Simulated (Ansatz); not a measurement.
The system is Mg.

```xyz
1
Lattice="0.0000 2.2443 2.2443 2.2443 0.0000 2.2443 2.2443 2.2443 0.0000" Properties=species:S:1:pos:R:3 pbc="T T T"
Mg    0.0000    0.0000    0.0000
```

This isn't the form of Mg at room conditions, which is hcp.

```yaml
Program: Ansatz 0.2.0
Task: relaxation of cell and atoms
Functional: LDA
Potentials_or_basis: all-electron LAPW, scalar-relativistic
Basis_error_allowed: 0.001 eV/atom
k_mesh: 10 × 10 × 10
Occupations: fermi-dirac, width 0.05 eV
Spin: no spin polarisation
```

At the start: volume 22.61 Å³/atom.

How do energy, volume and symmetry change on relaxing?

Over 4 steps the energy falls by 3.6 meV/atom and the volume is 21.76 Å³/atom (-3.7 %); space group Fm-3m (No. 225, to 0.05 Å).

Step by step:
```tsv
step	energy change (eV)	largest force (eV/Å)	volume (Å³)
1	0.0000	0.0000	22.61
2	-0.0034	0.0000	21.98
3	-0.0036	0.0000	21.76
4	-0.0036	0.0000	21.76
```

Final structure:
```
CELL_PARAMETERS angstrom
0.00000 2.21601 2.21601
2.21601 0.00000 2.21601
2.21601 2.21601 0.00000
ATOMIC_POSITIONS crystal
Mg 0.00000 0.00000 0.00000
```
